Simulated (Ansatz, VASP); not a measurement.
# Cross-check of CdS (Greenockite) between VASP and Ansatz, part 2 of 2

One calculation is typed for both programs; each brings its own data sets and cutoff. How far apart do they land? The cell is taken from a series of VASP runs on this material, whose earlier steps may have relaxed, scaled or displaced it; both programs get it as it stands.

VASP 6.6.1 and Ansatz 0.2.0.

So far. Step 2 (VASP: band structure, LDA): The run ends at a pressure of -0.01 GPa, with forces up to 0.0027 eV/Å.

### 6. Ansatz: single point, LDA

Level of this step: Ansatz beside VASP: Kohn-Sham DFT, plane waves, LDA (Ansatz).

A single point gives forces, pressure and levels at one fixed geometry, so differences don't come from the geometry; what else differs is listed under the comparison.

The cell is taken from a series of VASP runs on this material, whose earlier steps may have relaxed, scaled or displaced it; both programs get it as it stands.

Input file input.yaml:

```yaml
crystal:
  lattice:
    - [4.0760154983, 0.0, 0.0]
    - [-2.0380077491, 3.5299329677, 0.0]
    - [0.0, 0.0, 6.6442264195]
  atoms:
    - { symbol: Cd, position: [0.3333333333, 0.6666666667, 0.999566276] }
    - { symbol: Cd, position: [0.6666666667, 0.3333333333, 0.499566276] }
    - { symbol: S, position: [0.3333333333, 0.6666666667, 0.375433724] }
    - { symbol: S, position: [0.6666666667, 0.3333333333, 0.875433724] }
hamiltonian:
  xc: lda
  pseudopotentials: { kind: paw }
kpoints:
  mp_grid: { grid: [9, 9, 5] }
scf:
  occupations: { method: gaussian, width: 0.05 }
  n_extra_bands: 5
output:
  forces: true
  stress: true
  eigenvalues: true
  write_density: true
  write_potential: true
  elf: true
  volumetric_format: npy
```

Run with:

```bash
ansatz run input.yaml --threads 2 --pin off --max-ram 4608MiB --backend cpu --events-out ev --progress --plain --runs-dir out
```

Numbers of over 12 decimals in the logs are rounded to 6 here.

The log of the run:

```text
[...]
Crystal: 4 atoms, lattice volume = 95.598 Å³
Basis set: ecut = 420 eV, 1811 PW (Γ)
Bands: 31, of which v1, the nominal top of the filled ones, is band 26 counted from 1 (25 counted from 0)
Symmetry: 12 space group operations
[...]
k-points: 36 of 405 (time reversal used)
[...]
k-point 0: bands = [... 22 lower, 6.3395, 7.1078, 7.1704, 7.1704, 8.1914, 9.7801, 13.4412, 13.4412, ... 1 higher]
  k-point 1: bands = [... 22 lower, 6.4135, 6.4135, 7.0851, 7.0851, 8.9063, 9.8330, 13.3568, 13.4863, ... 1 higher]
  k-point 2: bands = [... 22 lower, 6.6120, 6.6120, 6.8681, 6.8681, 9.6907, 9.9151, 13.0253, 13.4714, ... 1 higher]
  k-point 35: bands = [... 22 lower, 4.2605, 4.7400, 5.8520, 5.8520, 11.5109, 11.5109, 12.5705, 13.4554, ... 1 higher]
[key lines of the parts left out:]
SCF converged after 7 iterations
Free energy (F): -17977.294100 eV
Fermi energy:    7.681766 eV
P = ⅓ Tr σ = -0.1408 GPa (-1.408 kbar)
```

Run time: 11 s. Hardware: 2 threads of Arm Neoverse N1, shared host; peak memory 0.36 GiB; 21 s of CPU time.

The run ends at a pressure of -0.14 GPa, with forces up to 0.0051 eV/Å.

### 7. VASP: single point, LDA

The same cell, functional (in two slightly different forms), mesh and smearing now go to VASP, with its own data sets and cutoff.

Input file INCAR:

```
SYSTEM = CdS
PREC = Accurate
ENCUT = 400
EDIFF = 1E-06
NELM = 100
ISMEAR = 0
SIGMA = 0.05
LREAL = .FALSE.
ALGO = Normal
GGA = CA
NBANDS = 50
LORBIT = 11
LWAVE = .FALSE.
LCHARG = .FALSE.
KPAR = 4
LOPTICS = .TRUE.
NEDOS = 1500
CSHIFT = 0.1
```

Input file POSCAR:

```
CdS
1.0
    4.0760154983      0.0000000000      0.0000000000
   -2.0380077491      3.5299329677      0.0000000000
    0.0000000000      0.0000000000      6.6442264195
Cd S
2 2
Direct
    0.3333333333      0.6666666667      0.9995662760
    0.6666666667      0.3333333333      0.4995662760
    0.3333333333      0.6666666667      0.3754337240
    0.6666666667      0.3333333333      0.8754337240
```

Input file KPOINTS:

```
Automatic mesh
0
Gamma
9 9 5
0 0 0
```

Potentials, in the order of the species: Cd and S (LDA family, release 64).

Run with:

```bash
mpirun -np 4 vasp_std
```

The log of the run:

```text
[... set-up lines as in an earlier step ...]
 entering main loop
       N       E                     dE             d eps       ncg     rms          rms(c)
DAV:   1     0.250696294841E+03    0.25070E+03   -0.13332E+04  3632   0.542E+02
DAV:   2    -0.227510878536E+01   -0.25297E+03   -0.22875E+03  4098   0.185E+02
DAV:   3    -0.157590039375E+02   -0.13484E+02   -0.13350E+02  4322   0.464E+01
DAV:   4    -0.158423257252E+02   -0.83322E-01   -0.83295E-01  4136   0.371E+00
[...]
DAV:  10    -0.148139585457E+02    0.43373E-04   -0.30963E-04  4170   0.127E-01    0.981E-02
DAV:  11    -0.148139687705E+02   -0.10225E-04   -0.86488E-05  4108   0.401E-02    0.569E-02
DAV:  12    -0.148139683035E+02    0.46698E-06   -0.37434E-06  4120   0.131E-02
   1 F= -.14813968E+02 E0= -.14813968E+02  d E =-.418370E-12
 optical routines
 imaginary and real dielectric function
 recalculating local potential from charge density
 direction            1
 direction            2
 direction            3
```

From OUTCAR (step 7):

```text
  Total       -0.0014991     -0.0014991      0.0149829     -0.0000000      0.0000000      0.0000000
  in kB       -0.0251248     -0.0251248      0.2511082     -0.0000000      0.0000000      0.0000000
  external PRESSURE =       0.0669528 kB  Pullay stress =       0.0000000 kB

 POSITION                                       TOTAL-FORCE (eV/Angst)
 -----------------------------------------------------------------------------------
     -0.00000      2.35329      6.64134         0.000000     -0.000000     -0.003967
      2.03801      1.17664      3.31923        -0.000000      0.000000     -0.003967
     -0.00000      2.35329      2.49447         0.000000      0.000000      0.003967
      2.03801      1.17664      5.81658        -0.000000     -0.000000      0.003967
 -----------------------------------------------------------------------------------
    total drift:                               -0.000000      0.000000      0.000178

  FREE ENERGIE OF THE ION-ELECTRON SYSTEM (eV)
  ---------------------------------------------------
  free  energy   TOTEN  =       -14.8139683035 eV

  energy  without entropy=      -14.8139683035  energy(sigma->0) =      -14.81396830

[... 1 part as in an earlier step ...]

[... 2 further parts left out ...]
[key lines of the parts left out:]
E-fermi :   1.6847
```

### 8. Differences

Compared:

```csv
quantity,Ansatz,VASP,difference
pressure (GPa),-0.14,0.01,-0.15
gap on the k mesh (eV),1.021,1.049,-0.028
```

A gap on the mesh is an upper bound, since the band edges may lie between its points.

### 9. VASP: band structure, LDA, spin-orbit coupling

Levels along a path test the potential and the projectors away from the mesh points.

Input file INCAR:

```
SYSTEM = CdS
PREC = Accurate
ENCUT = 400
EDIFF = 1E-06
NELM = 100
ISMEAR = 0
SIGMA = 0.05
LREAL = .FALSE.
ALGO = Normal
GGA = CA
LNONCOLLINEAR = .TRUE.
MAGMOM = 0 0 0 0 0 0 0 0 0 0 0 0
NBANDS = 48
GGA_COMPAT = .FALSE.
LASPH = .TRUE.
LSORBIT = .TRUE.
LORBIT = 11
LWAVE = .FALSE.
LCHARG = .FALSE.
KPAR = 4
```

POSCAR is that of step 7.

Input file KPOINTS:

```
Automatic mesh
0
Gamma
5 5 3
0 0 0
```

Input file KPOINTS_OPT:

```
Line mode
16
Line-mode
Reciprocal
  0.00000000   0.00000000   0.00000000 GAMMA
  0.50000000   0.00000000   0.00000000 M

  0.50000000   0.00000000   0.00000000 M
  0.33333333   0.33333333   0.00000000 K

  0.33333333   0.33333333   0.00000000 K
  0.00000000   0.00000000   0.00000000 GAMMA

  0.00000000   0.00000000   0.00000000 GAMMA
  0.00000000   0.00000000   0.50000000 A

  0.00000000   0.00000000   0.50000000 A
  0.50000000   0.00000000   0.50000000 L

  0.50000000   0.00000000   0.50000000 L
  0.33333333   0.33333333   0.50000000 H

  0.33333333   0.33333333   0.50000000 H
  0.00000000   0.00000000   0.50000000 A

  0.50000000   0.00000000   0.50000000 L
  0.50000000   0.00000000   0.00000000 M

  0.33333333   0.33333333   0.00000000 K
  0.33333333   0.33333333   0.50000000 H
```

Run with:

```bash
mpirun -np 4 vasp_ncl
```

The log of the run:

```text
[... set-up lines as in an earlier step ...]
 entering main loop
       N       E                     dE             d eps       ncg     rms          rms(c)
DAV:   1     0.228125760371E+03    0.22813E+03   -0.15201E+04  1456   0.113E+03
DAV:   2    -0.188448726504E+01   -0.23001E+03   -0.22339E+03  1608   0.325E+02
DAV:   3    -0.157188811688E+02   -0.13834E+02   -0.13754E+02  1688   0.803E+01
DAV:   4    -0.158950576469E+02   -0.17618E+00   -0.17598E+00  1648   0.863E+00
[...]
DAV:  12    -0.148643851123E+02    0.11213E-04   -0.18780E-04  1592   0.974E-02    0.818E-02
DAV:  13    -0.148643842107E+02    0.90161E-06   -0.13411E-05  1688   0.309E-02    0.308E-02
DAV:  14    -0.148643848945E+02   -0.68385E-06   -0.55853E-07   984   0.439E-03
   1 F= -.14864385E+02 E0= -.14864385E+02  d E =-.276792E-15  mag=    -0.0000    -0.0000     0.0000
 Start KPOINTS_OPT (optional k-point list driver)
k-point batch [1-15\144]
       N       E                     dE             ncg
DAV:   1     0.114092408431E+04   -0.42919E+04     1440
DAV:   2    -0.232340601825E+04   -0.34643E+04     1624
DAV:   3    -0.252557435060E+04   -0.20217E+03     1704
DAV:   4    -0.252824534173E+04   -0.26710E+01     1672
DAV:   5    -0.252830241005E+04   -0.57068E-01     1736
DAV:   6    -0.252830373547E+04   -0.13254E-02     1696
DAV:   7    -0.252830377776E+04   -0.42293E-04     1744
DAV:   8    -0.252830377949E+04   -0.17322E-05     1272
DAV:   9    -0.252830377959E+04   -0.99094E-07     1056
[...]
k-point batch [136-144\144]
       N       E                     dE             ncg
DAV:   1     0.662273298727E+04   -0.88527E+04      864
DAV:   2     0.464265021083E+04   -0.19801E+04      936
DAV:   3     0.453199938587E+04   -0.11065E+03     1048
DAV:   4     0.453080508051E+04   -0.11943E+01      928
DAV:   5     0.453078746156E+04   -0.17619E-01      960
DAV:   6     0.453078706088E+04   -0.40068E-03      976
DAV:   7     0.453078705097E+04   -0.99095E-05      976
DAV:   8     0.453078705074E+04   -0.23744E-06      648
```

OUTCAR, selected parts (step 9):

```text
  Total        0.0061631      0.0061631     -0.0198856      0.0000000     -0.0000000      0.0000000
  in kB        0.1032913      0.1032913     -0.3332756      0.0000000     -0.0000000      0.0000000
  external PRESSURE =      -0.0422310 kB  Pullay stress =       0.0000000 kB

 POSITION                                       TOTAL-FORCE (eV/Angst)
 -----------------------------------------------------------------------------------
     -0.00000      2.35329      6.64134         0.000000     -0.000000     -0.000116
      2.03801      1.17664      3.31923        -0.000000     -0.000000     -0.000116
     -0.00000      2.35329      2.49447        -0.000000     -0.000000      0.000116
      2.03801      1.17664      5.81658         0.000000      0.000000      0.000116
 -----------------------------------------------------------------------------------
    total drift:                               -0.000000      0.000000      0.000215

  FREE ENERGIE OF THE ION-ELECTRON SYSTEM (eV)
  ---------------------------------------------------
  free  energy   TOTEN  =       -14.8643848945 eV

  energy  without entropy=      -14.8643848945  energy(sigma->0) =      -14.86438489

 magnetization (x)
# of ion       s       p       d       tot
------------------------------------------
    1       -0.000  -0.000   0.000  -0.000
    2        0.000   0.000   0.000   0.000
    3        0.000   0.000   0.000   0.000
    4       -0.000   0.000   0.000  -0.000
--------------------------------------------------
tot         -0.000   0.000   0.000  -0.000

 magnetization (y)
# of ion       s       p       d       tot
------------------------------------------
    1        0.000   0.000  -0.000  -0.000
    2        0.000   0.000   0.000   0.000
    3        0.000   0.000   0.000   0.000
    4        0.000   0.000   0.000   0.000
--------------------------------------------------
tot          0.000   0.000  -0.000  -0.000

 magnetization (z)
# of ion       s       p       d       tot
------------------------------------------
    1        0.000  -0.000   0.000  -0.000
    2        0.000  -0.000  -0.000  -0.000
    3        0.000   0.000   0.000   0.000
    4       -0.000   0.000   0.000  -0.000
--------------------------------------------------
tot          0.000  -0.000   0.000  -0.000

[... 1 part as in an earlier step ...]

[... 2 further parts left out ...]
[key lines of the parts left out:]
E-fermi :   1.7458
```

The run ends at a pressure of 0.00 GPa, with forces up to 1.2e-4 eV/Å.

### 10. Ansatz: band structure, LDA, spin-orbit coupling

The same cell, functional (in two slightly different forms), mesh and smearing now go to Ansatz, which takes its cutoff from its data sets.

The cell is taken from a series of VASP runs on this material, whose earlier steps may have relaxed, scaled or displaced it; both programs get it as it stands.

Input file input.yaml:

```yaml
crystal:
  lattice:
    - [4.0760154983, 0.0, 0.0]
    - [-2.0380077491, 3.5299329677, 0.0]
    - [0.0, 0.0, 6.6442264195]
  atoms:
    - { symbol: Cd, position: [0.3333333333, 0.6666666667, 0.999566276] }
    - { symbol: Cd, position: [0.6666666667, 0.3333333333, 0.499566276] }
    - { symbol: S, position: [0.3333333333, 0.6666666667, 0.375433724] }
    - { symbol: S, position: [0.6666666667, 0.3333333333, 0.875433724] }
hamiltonian:
  xc: lda
  pseudopotentials: { kind: paw_fr }
magnetization:
  noncollinear: true
  spin_orbit: true
kpoints:
  mp_grid: { grid: [5, 5, 3] }
  band_path:
    path:
      - [0.0, 0.0, 0.0]
      - [0.13333, 0.0, 0.0]
      - [0.3, 0.0, 0.0]
      - [0.46667, 0.0, 0.0]
      - [0.46667, 0.06667, 0.0]
      - [0.41111, 0.17778, 0.0]
      - [0.35556, 0.28889, 0.0]
      - [0.28889, 0.28889, 0.0]
      - [0.17778, 0.17778, 0.0]
      - [0.06667, 0.06667, 0.0]
      - [0.0, 0.0, 0.03333]
      - [0.0, 0.0, 0.2]
      - [0.0, 0.0, 0.36667]
      - [0.0, 0.0, 0.5]
      - [0.16667, 0.0, 0.5]
      - [0.3, 0.0, 0.5]
      - [0.46667, 0.0, 0.5]
      - [0.46667, 0.06667, 0.5]
      - [0.41111, 0.17778, 0.5]
      - [0.35556, 0.28889, 0.5]
      - [0.28889, 0.28889, 0.5]
      - [0.17778, 0.17778, 0.5]
      - [0.06667, 0.06667, 0.5]
      - [0.5, 0.0, 0.46667]
      - [0.5, 0.0, 0.3]
      - [0.5, 0.0, 0.13333]
      - [0.33333, 0.33333, 0.0]
      - [0.33333, 0.33333, 0.16667]
      - [0.33333, 0.33333, 0.33333]
      - [0.33333, 0.33333, 0.5]
    npoints: 1
scf:
  occupations: { method: gaussian, width: 0.05 }
  n_extra_bands: 16
output:
  forces: true
  stress: true
  eigenvalues: true
```

Run with:

```bash
ansatz run input.yaml --threads 2 --pin off --max-ram 4608MiB --backend cpu --events-out ev --progress --plain --runs-dir out
```

The log of the run:

```text
[...]
non-collinear run that drives no moment, with spin-orbit: no starting moment large enough to seed its density (crystal.atoms[].spin), no starting occupations that ask for one, no magnetisation constraint and no magnetic field, so the semilocal B_xc is pinned to zero
Crystal: 4 atoms, lattice volume = 95.598 Å³
Basis set: ecut = 420 eV, 1811 PW (Γ)
[...]
k-point 0: bands = [... 48 lower, 7.1724, 7.1724, 7.1912, 7.1912, 8.1949, 8.1949, 9.7811, 9.7811, ... 12 higher]
  k-point 1: bands = [... 48 lower, 6.9383, 6.9383, 6.9738, 6.9738, 9.4824, 9.4824, 9.8984, 9.8984, ... 12 higher]
  k-point 2: bands = [... 48 lower, 6.7659, 6.8128, 6.8784, 6.9026, 9.6635, 9.6844, 10.8855, 10.8913, ... 12 higher]
  k-point 9: bands = [... 48 lower, 5.4662, 5.5047, 5.9389, 5.9467, 11.0189, 11.0254, 11.6872, 11.6924, ... 12 higher]
[key lines of the parts left out:]
SCF converged after 8 iterations
Magnetization: |M| = 0.0000 μB,  M = (+0.0000, +0.0000, +0.0000) μB
Free energy (F): -17982.500146 eV
Fermi energy:    7.693046 eV
P = ⅓ Tr σ = -0.1836 GPa (-1.836 kbar)
```

The job ended after 41 s (2 threads; peak memory 0.57 GiB; 80 s of CPU time).

### 11. Side by side

What differs besides the data sets and the points named for the pairs above, as far as they apply: spin-orbit coupling enters by fully relativistic files in Ansatz and inside the spheres in VASP; the data sets hold 52 valence electrons in Ansatz (fully relativistic PAW (standard-fr) files) and 36 in VASP. Total energies have different zeros and are not compared.

Compared:

```csv
quantity,Ansatz,VASP,difference
pressure (GPa),-0.18,0.00,-0.18
gap over the path points (eV),1.004,1.032,-0.028
```

Levels at points of the path, from each program's valence-band top (eV; 8 filled, then empty):

```csv
k (reciprocal lattice),Ansatz,VASP
0.000 0.000 0.000,-0.83 -0.83 -0.09 -0.09 -0.02 -0.02 0.00 0.00 1.00 1.00 2.59 2.59 6.01 6.01,-0.83 -0.83 -0.09 -0.09 -0.02 -0.02 0.00 0.00 1.03 1.03 2.61 2.61 6.04 6.04
0.133 0.000 0.000,-1.09 -1.08 -1.00 -0.98 -0.24 -0.21 -0.16 -0.14 1.92 1.93 3.26 3.28 5.63 5.65,-1.09 -1.09 -1.00 -0.98 -0.24 -0.21 -0.16 -0.14 1.94 1.96 3.29 3.30 5.66 5.67
0.300 0.000 0.000,-2.53 -2.50 -1.70 -1.69 -0.82 -0.76 -0.57 -0.55 3.13 3.16 3.83 3.83 5.20 5.21,-2.53 -2.50 -1.70 -1.69 -0.82 -0.76 -0.57 -0.55 3.15 3.18 3.84 3.84 5.22 5.23
0.467 0.000 0.000,-2.94 -2.93 -2.07 -2.06 -1.45 -1.43 -0.84 -0.83 3.54 3.56 3.65 3.65 4.86 4.86,-2.95 -2.94 -2.07 -2.07 -1.45 -1.43 -0.84 -0.84 3.57 3.58 3.66 3.67 4.86 4.86
0.467 0.067 0.000,-2.91 -2.91 -2.19 -2.16 -1.49 -1.49 -0.95 -0.95 3.69 3.70 3.82 3.83 4.81 4.81,-2.92 -2.92 -2.19 -2.16 -1.50 -1.49 -0.96 -0.95 3.72 3.73 3.83 3.84 4.81 4.81
0.411 0.178 0.000,-3.01 -3.01 -2.44 -2.39 -1.65 -1.65 -1.41 -1.40 4.26 4.27 4.62 4.64 4.66 4.66,-3.02 -3.02 -2.45 -2.40 -1.66 -1.65 -1.41 -1.40 4.29 4.30 4.62 4.64 4.68 4.68
0.356 0.289 0.000,-3.38 -3.37 -2.24 -2.18 -1.93 -1.90 -1.79 -1.78 4.31 4.32 4.92 4.95 5.12 5.14,-3.39 -3.38 -2.24 -2.19 -1.93 -1.91 -1.79 -1.78 4.31 4.31 4.96 4.98 5.16 5.18
0.289 0.289 0.000,-3.24 -3.22 -2.44 -2.37 -1.74 -1.71 -1.70 -1.66 4.39 4.39 4.75 4.76 5.16 5.17,-3.24 -3.23 -2.44 -2.38 -1.74 -1.72 -1.71 -1.67 4.39 4.39 4.79 4.80 5.20 5.21
0.178 0.178 0.000,-2.73 -2.72 -1.99 -1.97 -0.86 -0.85 -0.82 -0.75 3.45 3.47 4.55 4.56 5.29 5.33,-2.73 -2.73 -2.00 -1.97 -0.87 -0.85 -0.82 -0.75 3.48 3.50 4.58 4.59 5.31 5.36
0.067 0.067 0.000,-1.09 -1.08 -0.79 -0.76 -0.20 -0.17 -0.14 -0.12 1.77 1.78 3.13 3.15 5.74 5.76,-1.09 -1.09 -0.79 -0.76 -0.20 -0.17 -0.14 -0.12 1.79 1.80 3.16 3.17 5.76 5.79
```

Among the levels compared at these points, filled levels agree within 12 meV and empty ones within 39 meV.

### 12. Summary of results

```yaml
difference_in_gap_over_the_path_points_band_structure_lda: -0.028 eV
difference_in_gap_on_the_k_mesh_single_point_lda: -0.028 eV
difference_in_gap_over_the_path_points_band_structure_lda_spin_orbit_coupling: -0.028 eV
```

**Reading.** The difference in gap over the path points is -0.028 eV (band structure, LDA), within the 0.08 eV picked in this series as the mark of a large difference. For band structure, LDA, no further run moves any of the tabulated differences by more than a quarter of its size. 1 further run of this series is not shown here. Such differences can come from data sets, numerical settings and the points named under the comparisons, not from the functional's error against experiment.

[Lines on the potential files, build, host, timing and source positions are cut from VASP's logs without a mark.]

[Logs are printed without paths, hosts, clocks, repeated set-up lines and the standing remarks that a program may print on its own settings, such as how far it seeks lower states.]

[Hosts, paths, dates, database ids (printed as entryN), source tags and the programs' standing remarks are cut or masked in the printed files.]
